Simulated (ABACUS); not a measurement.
# C (Fd-3m) in ABACUS: notebook

One crystal, C, is run at these levels: PBE; tasks: equation of state.

All numbers are computed with ABACUS 3.10.1; they aren't measurements. Logs are shortened: lines on timing, memory, paths and dates and some standing lists are left out, and cuts for length are marked.

**Experimental background.**

“Equation of state of cubic boron nitride at high pressures and temperatures”, 2007, arxiv:cond-mat/0702656 quotes, for a bulk crystal of C: bulk modulus 442 ± 5 GPa.

The runs below are set against these values where they give the same quantity.

## Step 1: The structure

Symmetry: Fd-3m, No. 227, cubic system. The conventional cell has a = 3.567 Å, b = 3.567 Å, c = 3.567 Å, α = 90.00°, β = 90.00°, γ = 90.00°. C (site symmetry -43m) has 4 C at 1.54 Å as nearest neighbours.

This isn't the form of C at room conditions, which is graphite.

## Step 2: Equation of state, PBE, 5.33 Å³/atom (volume scaled by 0.94)

File INPUT:

```
INPUT_PARAMETERS
suffix              C
calculation         scf
basis_type          lcao
pseudo_dir          ./
orbital_dir         ./
symmetry            1
dft_functional      pbe
ecutwfc             100
pseudo_rcut         10
nspin               1
nbands              8
ks_solver           genelpa
smearing_method     fd
smearing_sigma      0.00367493
scf_thr             1e-07
scf_nmax            100
mixing_type         broyden
mixing_beta         0.7
cal_force           1
cal_stress          1
out_mul             1
```

File STRU:

```
ATOMIC_SPECIES
C 12.0110 C.upf

NUMERICAL_ORBITAL
C_confined-atom_6au_2s2p1d.orb

LATTICE_CONSTANT
1.8897261246

LATTICE_VECTORS
0.0000000000 1.7469644787 1.7469644787
1.7469644787 0.0000000000 1.7469644787
1.7469644787 1.7469644787 0.0000000000

ATOMIC_POSITIONS
Direct

C
0.0
2
0.7500000000 0.7500000000 0.7500000000 1 1 1
0.5000000000 0.5000000000 0.5000000000 1 1 1
```

File KPT:

```
K_POINTS
0
Gamma
13 13 13 0 0 0
```

Potentials or basis: PseudoDojo NC SR 0.4.1 PBE standard, DZP LCAO (the cutoffs set its grid).

Command:

```sh
$ OMP_NUM_THREADS=1 mpirun -np 4 abacus > log
```

running log:

```text
ABACUS v3.10.1

               Atomic-orbital Based Ab-initio Computation at UStc

 ------------------------------------------------------------------------------------

 READING GENERAL INFORMATION
                           global_out_dir = OUT.C/
                           global_in_card = INPUT
                               pseudo_dir = ./
                              orbital_dir = ./
                                    DSIZE = 4
                                    GSIZE = 1

 READING UNITCELL INFORMATION
                                    ntype = 1
                  lattice constant (Bohr) = 1.88973
              lattice constant (Angstrom) = 1

 READING ATOM TYPE 1
                               atom label = C
                      L=0, number of zeta = 2
                      L=1, number of zeta = 2
                      L=2, number of zeta = 1
             number of atom for this type = 2

                        TOTAL ATOM NUMBER = 2
DIRECT COORDINATES
    atom                   x                   y                   z     mag                  vx                  vy                  vz
taud_C1            0.7500000000        0.7500000000        0.7500000000  0.0000        0.0000000000        0.0000000000        0.0000000000
taud_C2            0.5000000000        0.5000000000        0.5000000000  0.0000        0.0000000000        0.0000000000        0.0000000000

                          Volume (Bohr^3) = 71.958
                             Volume (A^3) = 10.6631

 Lattice vectors: (Cartesian coordinate: in unit of a_0)
                   +0            +1.74696            +1.74696
             +1.74696                  +0            +1.74696
             +1.74696            +1.74696                  +0
 Reciprocal vectors: (Cartesian coordinate: in unit of 2 pi/a_0)
            -0.286211           +0.286211           +0.286211
            +0.286211           -0.286211           +0.286211
            +0.286211           +0.286211           -0.286211
 The esolver type has been set to : ksdft_lcao

                PAO radial cut off (Bohr) = 10

 Read in pseudopotential file is C.upf
                     pseudopotential type = NC
          exchange-correlation functional = PBE
                 nonlocal core correction = 1
                        valence electrons = 4
                                     lmax = 1
                           number of zeta = 2
                     number of projectors = 4
                           L of projector = 0
                           L of projector = 0
                           L of projector = 1
                           L of projector = 1
     initial pseudo atomic orbital number = 8

 SETUP THE ELECTRONS NUMBER
             electron number of element C = 4
       total electron number of element C = 8
            AUTOSET number of electrons:  = 8
                           occupied bands = 4
                                   NLOCAL = 26
                                   NBANDS = 8
                                   NBANDS = 8
                                   NLOCAL = 26

 SETUP THE PLANE WAVE BASIS
 energy cutoff for charge/potential (unit:Ry) = 400
            fft grid for charge/potential = [ 30, 30, 30 ]
                        fft grid division = [ 2, 2, 2 ]
        big fft grid for charge/potential = [ 15, 15, 15 ]
                                     nbxx = 900
                                     nrxx = 7200

 SETUP PLANE WAVES FOR CHARGE/POTENTIAL
                    number of plane waves = 9721
                         number of sticks = 595

 PARALLEL PW FOR CHARGE/POTENTIAL
     PROC   COLUMNS(POT)             PW
        1            148           2429
        2            149           2430
        3            149           2431
        4            149           2431
 --------------- sum -------------------
        4            595           9721
                            number of |g| = 145
                                  max |g| = 36.0433
                                  min |g| = 0.24575

----------- Double Check Mixing Parameters Begin ------------
mixing_type: broyden
mixing_beta: 0.7
mixing_gg0: 1
mixing_gg0_min: 0.1
mixing_ndim: 8
----------- Double Check Mixing Parameters End ------------

 LATTICE VECTORS: (CARTESIAN COORDINATE: IN UNIT OF A0)
                   +0            +1.74696            +1.74696
             +1.74696                  +0            +1.74696
             +1.74696            +1.74696                  +0
                       right hand lattice = 1
                                   NORM_A = 2.47058
                                   NORM_B = 2.47058
                                   NORM_C = 2.47058
                           ALPHA (DEGREE) = 60
                           BETA  (DEGREE) = 60
                           GAMMA (DEGREE) = 60

 The lattice vectors have been changed (STRU_SIMPLE.cif)

(for optimal symmetric configuration:)
[... 65 lines left out ...]
                    number of plane waves = 1837
                         number of sticks = 199

 PARALLEL PW FOR WAVE FUNCTIONS
     PROC   COLUMNS(POT)             PW
        1             50            460
        2             50            460
        3             49            457
        4             50            460
 --------------- sum -------------------
        4            199           1837

 SET NONLOCAL PSEUDOPOTENTIAL PROJECTORS
 max number of nonlocal projetors among all species is 4

 -------------------------------------------
 SELF-CONSISTENT
 -------------------------------------------

 SETUP SEARCHING RADIUS FOR PROGRAM TO SEARCH ADJACENT ATOMS
                  longest orb rcut (Bohr) = 6
   longest nonlocal projector rcut (Bohr) = 1.3
                     search radius (Bohr) = 14.6
              searching radius is (Bohr)) = 14.6
         searching radius unit is (Bohr)) = 1.89
                         PeriodicBoundary = 1
                        Radius(unit:lat0) = 7.73
                                   glayer = [ 5, 5, 5 ]
                             glayer_minus = [ 4, 4, 4 ]

Find the coordinate range of the input atom(unit:lat0).
                                  min_tau = [ -12.2, -12.2, -12.2 ]
                                  max_tau = [ 16.6, 16.6, 16.6 ]
                                BoxNumber = [ 9, 9, 9 ]

 SETUP EXTENDED REAL SPACE GRID FOR GRID INTEGRATION
                          real space grid = [ 30, 30, 30 ]
                 big cell numbers in grid = [ 15, 15, 15 ]
             meshcell numbers in big cell = [ 2, 2, 2 ]
                        extended fft grid = [ 24, 24, 24 ]
                dimension of extened grid = [ 64, 64, 64 ]
                            UnitCellTotal = 125
              Atom number in sub-FFT-grid = 2
    Local orbitals number in sub-FFT-grid = 26
                                ParaV.nnr = 23757
                                 init_chg = atomic

 LCAO ALGORITHM --------------- ION=   1  ELEC=   1--------------------------------

 Density error is 0.148500921427
----------------------------------------------------------
     Energy           Rydberg                 eV
----------------------------------------------------------
 E_KohnSham     -24.0464226009       -327.1683638879
 E_Harris       -23.6266068083       -321.4564769989
 E_Fermi        1.1691913858         15.9076648987
----------------------------------------------------------
[... 67 lines left out ...]
 LCAO ALGORITHM --------------- ION=   1  ELEC=   8--------------------------------

 Density error is 2.32440474172e-09
----------------------------------------------------------
     Energy           Rydberg                 eV
----------------------------------------------------------
 E_KohnSham     -24.0520430382       -327.2448338604
 E_KS(sigma->0) -24.0520430382       -327.2448338604
 E_Harris       -24.0520430304       -327.2448337542
 E_band         2.9933481705         40.7265912171
 E_one_elec     9.0066124870         122.5412495009
 E_Hartree      1.8218857313         24.7880270503
 E_xc           -8.7728940816        -119.3613474607
 E_Ewald        -26.1076471748       -355.2127629509
 E_entropy(-TS) -0.0000000000        -0.0000000000
 E_descf        0.0000000000         0.0000000000
 E_exx          0.0000000000         0.0000000000
 E_Fermi        1.2653061021         17.2153727031
----------------------------------------------------------

 charge density convergence is achieved
 final etot is -327.24483386 eV
 EFERMI = 17.215372703 eV

 STATE ENERGY(eV) AND OCCUPATIONS    NSPIN == 1
 1/84 kpoint (Cartesian) = 0.0000 0.0000 0.0000 (312 pws)
       1       -7.69954    0.000910332
       2        14.4956    0.000910332
       3        14.4956    0.000910332
       4        14.4956    0.000910332
       5        20.2656    2.92018e-30
       6        20.2656    2.92018e-30
       7        20.2656    2.92018e-30
       8        29.9421        0.00000

 2/84 kpoint (Cartesian) = 0.022016 0.022016 0.022016 (312 pws)
       1       -7.62884     0.00728266
       2        13.3680     0.00728266
       3        14.1916     0.00728266
       4        14.1916     0.00728266
       5        20.6596    8.83942e-33
       6        20.6596    8.83942e-33
       7        20.9778    1.52113e-35
       8        29.9869        0.00000
[... 31 lines left out ...]
 6/84 kpoint (Cartesian) = 0.11008 0.11008 0.11008 (297 pws)
       1       -3.70104     0.00728266
       2        2.98979     0.00728266
       3        11.7301     0.00728266
       4        11.7301     0.00728266
       5        23.2297    4.19600e-55
       6        23.2297    4.19600e-55
       7        24.0467    3.35619e-62
       8        31.4588        0.00000

[... levels at 78 further k points ...]

 correction force for each atom along direction 1 is -1.42422e-06
 correction force for each atom along direction 2 is 2.67332e-07
 correction force for each atom along direction 3 is 1.28551e-07
------------------------------------------------------------------------------------------
 TOTAL-FORCE (eV/Angstrom)
------------------------------------------------------------------------------------------
                        C1         0.0000000000         0.0000000000         0.0000000000
                        C2         0.0000000000         0.0000000000         0.0000000000
------------------------------------------------------------------------------------------

----------------------------------------------------------------
 TOTAL-STRESS (KBAR)
----------------------------------------------------------------
       355.8971558011        -0.0000000000         0.0000000000
        -0.0000000000       355.8971558011         0.0000000000
        -0.0000000000         0.0000000000       355.8971558011
----------------------------------------------------------------
 TOTAL-PRESSURE: 355.897156 KBAR

 --------------------------------------------
 !FINAL_ETOT_IS -327.2448338603640536 eV
 --------------------------------------------
```

It took 4.3 s on 4 MPI ranks of AMD EPYC 7B13 (Zen 3), shared host; peak memory 0.36 GiB.

What came out:

| Quantity | Value |
| --- | --- |
| Free energy | -327.2448 eV |
| Pressure | 35.6 GPa |
| Band gap on the k mesh | 4.35 eV, indirect (least direct gap 5.77 eV) |

Caveat: the atomic orbitals were generated for these runs and aren't a published set; an odd mesh through Γ misses points on the zone boundary, where band edges often lie; the basis of atomic orbitals isn't converged, which shifts pressures, moduli and gaps.

## Step 3: Equation of state, PBE, 5.44 Å³/atom (volume scaled by 0.96)

INPUT is that of step 2.

STRU: that of step 2 with these lines changed.

```diff
@@ -10,5 +10,5 @@
 LATTICE_VECTORS
-0.0000000000 1.7469644787 1.7469644787
-1.7469644787 0.0000000000 1.7469644787
-1.7469644787 1.7469644787 0.0000000000
+0.0000000000 1.7592674508 1.7592674508
+1.7592674508 0.0000000000 1.7592674508
+1.7592674508 1.7592674508 0.0000000000
```

KPT is that of step 2.

Potentials or basis: PseudoDojo NC SR 0.4.1 PBE standard, DZP LCAO (the cutoffs set its grid).

Command:

```sh
$ OMP_NUM_THREADS=1 mpirun -np 4 abacus > log
```

Run time: 4 s. Hardware: 4 MPI ranks of AMD EPYC 7B13 (Zen 3), shared host; peak memory 0.36 GiB.

It converged, with:

```yaml
Free_energy: -327.2874 eV
Pressure: 24.7 GPa
Band_gap_on_the_k_mesh: 4.30 eV, indirect (least direct gap 5.71 eV)
```

Caveat: the atomic orbitals were generated for these runs and aren't a published set; an odd mesh through Γ misses points on the zone boundary, where band edges often lie; the basis of atomic orbitals isn't converged, which shifts pressures, moduli and gaps.

## Step 4: Equation of state, PBE, 5.56 Å³/atom (volume scaled by 0.98)

INPUT is that of step 3.

STRU: that of step 3 with these lines changed.

```diff
@@ -10,5 +10,5 @@
 LATTICE_VECTORS
-0.0000000000 1.7592674508 1.7592674508
-1.7592674508 0.0000000000 1.7592674508
-1.7592674508 1.7592674508 0.0000000000
+0.0000000000 1.7714007132 1.7714007132
+1.7714007132 0.0000000000 1.7714007132
+1.7714007132 1.7714007132 0.0000000000
```

KPT is that of step 3.

Command:

```sh
$ OMP_NUM_THREADS=1 mpirun -np 4 abacus > log
```

Wall time 3.3 s (4 MPI ranks of AMD EPYC 7B13 (Zen 3), shared host); peak memory 0.36 GiB.

The run converged. Its results:

```yaml
Free_energy: -327.3151 eV
Pressure: 14.7 GPa
Band_gap_on_the_k_mesh: 4.26 eV, indirect (least direct gap 5.66 eV)
```

Caveat: the atomic orbitals were generated for these runs and aren't a published set; an odd mesh through Γ misses points on the zone boundary, where band edges often lie; the basis of atomic orbitals isn't converged, which shifts pressures, moduli and gaps.

## Step 5: Equation of state, PBE, 5.67 Å³/atom

INPUT is that of step 4.

STRU: that of step 4 with these lines changed.

```diff
@@ -10,5 +10,5 @@
 LATTICE_VECTORS
-0.0000000000 1.7714007132 1.7714007132
-1.7714007132 0.0000000000 1.7714007132
-1.7714007132 1.7714007132 0.0000000000
+0.0000000000 1.7833700000 1.7833700000
+1.7833700000 0.0000000000 1.7833700000
+1.7833700000 1.7833700000 0.0000000000
```

KPT is that of step 4.

Command:

```sh
$ OMP_NUM_THREADS=1 mpirun -np 4 abacus > log
```

Wall time 3.2 s (4 MPI ranks of AMD EPYC 7B13 (Zen 3), shared host); peak memory 0.36 GiB.

The run converged. Its results:

```
Free energy            : -327.3294 eV
Pressure               : 5.6 GPa
Band gap on the k mesh : 4.21 eV, indirect (least direct gap 5.60 eV)
```

Caveat: the atomic orbitals were generated for these runs and aren't a published set; an odd mesh through Γ misses points on the zone boundary, where band edges often lie; the basis of atomic orbitals isn't converged, which shifts pressures, moduli and gaps.

## Step 6: Equation of state, PBE, 5.79 Å³/atom (volume scaled by 1.02)

INPUT is that of step 5.

STRU: that of step 5 with these lines changed.

```diff
@@ -10,5 +10,5 @@
 LATTICE_VECTORS
-0.0000000000 1.7833700000 1.7833700000
-1.7833700000 0.0000000000 1.7833700000
-1.7833700000 1.7833700000 0.0000000000
+0.0000000000 1.7951807415 1.7951807415
+1.7951807415 0.0000000000 1.7951807415
+1.7951807415 1.7951807415 0.0000000000
```

KPT is that of step 5.

Potentials or basis: PseudoDojo NC SR 0.4.1 PBE standard, DZP LCAO (the cutoffs set its grid).

Command:

```sh
$ OMP_NUM_THREADS=1 mpirun -np 4 abacus > log
```

Run time: 3.2 s. Hardware: 4 MPI ranks of AMD EPYC 7B13 (Zen 3), shared host; peak memory 0.36 GiB.

The run converged. Its results:

- Free energy: -327.3313 eV
- Pressure: -2.7 GPa
- Band gap on the k mesh: 4.17 eV, indirect (least direct gap 5.55 eV)

Caveat: the atomic orbitals were generated for these runs and aren't a published set; an odd mesh through Γ misses points on the zone boundary, where band edges often lie; the basis of atomic orbitals isn't converged, which shifts pressures, moduli and gaps.

## Step 7: Equation of state, PBE, 5.90 Å³/atom (volume scaled by 1.04)

INPUT is that of step 6.

STRU: that of step 6 with these lines changed.

```diff
@@ -10,5 +10,5 @@
 LATTICE_VECTORS
-0.0000000000 1.7951807415 1.7951807415
-1.7951807415 0.0000000000 1.7951807415
-1.7951807415 1.7951807415 0.0000000000
+0.0000000000 1.8068380860 1.8068380860
+1.8068380860 0.0000000000 1.8068380860
+1.8068380860 1.8068380860 0.0000000000
```

KPT is that of step 6.

Command:

```sh
$ OMP_NUM_THREADS=1 mpirun -np 4 abacus > log
```

It took 3.1 s on 4 MPI ranks of AMD EPYC 7B13 (Zen 3), shared host; peak memory 0.36 GiB.

Results (log left out):

| Quantity | Value |
| --- | --- |
| Free energy | -327.3219 eV |
| Pressure | -10.4 GPa |
| Band gap on the k mesh | 4.13 eV, indirect (least direct gap 5.50 eV) |

Caveat: the atomic orbitals were generated for these runs and aren't a published set; an odd mesh through Γ misses points on the zone boundary, where band edges often lie; the basis of atomic orbitals isn't converged, which shifts pressures, moduli and gaps.

## Step 8: Equation of state, PBE, 6.01 Å³/atom (volume scaled by 1.06)

INPUT is that of step 7.

STRU: that of step 7 with these lines changed.

```diff
@@ -10,5 +10,5 @@
 LATTICE_VECTORS
-0.0000000000 1.8068380860 1.8068380860
-1.8068380860 0.0000000000 1.8068380860
-1.8068380860 1.8068380860 0.0000000000
+0.0000000000 1.8183469191 1.8183469191
+1.8183469191 0.0000000000 1.8183469191
+1.8183469191 1.8183469191 0.0000000000
```

KPT is that of step 7.

Command:

```sh
$ OMP_NUM_THREADS=1 mpirun -np 4 abacus > log
```

It took 3.1 s on 4 MPI ranks of AMD EPYC 7B13 (Zen 3), shared host; peak memory 0.36 GiB.

Results (log left out):

```
Free energy            : -327.3022 eV
Pressure               : -17.3 GPa
Band gap on the k mesh : 4.09 eV, indirect (least direct gap 5.45 eV)
```

Caveat: the atomic orbitals were generated for these runs and aren't a published set; an odd mesh through Γ misses points on the zone boundary, where band edges often lie; the basis of atomic orbitals isn't converged, which shifts pressures, moduli and gaps.

## Step 9: Equation of state, PBE

Potentials or basis: PseudoDojo NC SR 0.4.1 PBE standard, DZP LCAO (the cutoffs set its grid).

This step only gathers the single runs of the series.

What came out:

```
Equilibrium volume                      : 5.75 Å³/atom
Bulk modulus                            : 416 GPa
Pressure derivative of the bulk modulus : 3.5
```

Energy against volume, from the lowest point:
```csv
volume (Å³/atom),energy (meV/atom)
5.332,43.23
5.445,21.96
5.558,8.08
5.672,0.96
5.785,0.00
5.899,4.68
6.012,14.53
```

Caveat: the atomic orbitals were generated for these runs and aren't a published set; the basis of atomic orbitals isn't converged, which shifts pressures, moduli and gaps.

## Step 10: How close it comes

Step 9. Measured bulk modulus of C: 442 GPa (quoted in “Equation of state of cubic boron nitride at high pressures and temperatures”, 2007, arxiv:cond-mat/0702656). This calculation gives 416 GPa (-5.9 %). 3 values of this kind are on record (442 to 444.8 GPa); this one was drawn at random among those near their median, those with a stated uncertainty first. The fit is for a static lattice scaled at fixed shape and fixed fractional positions.
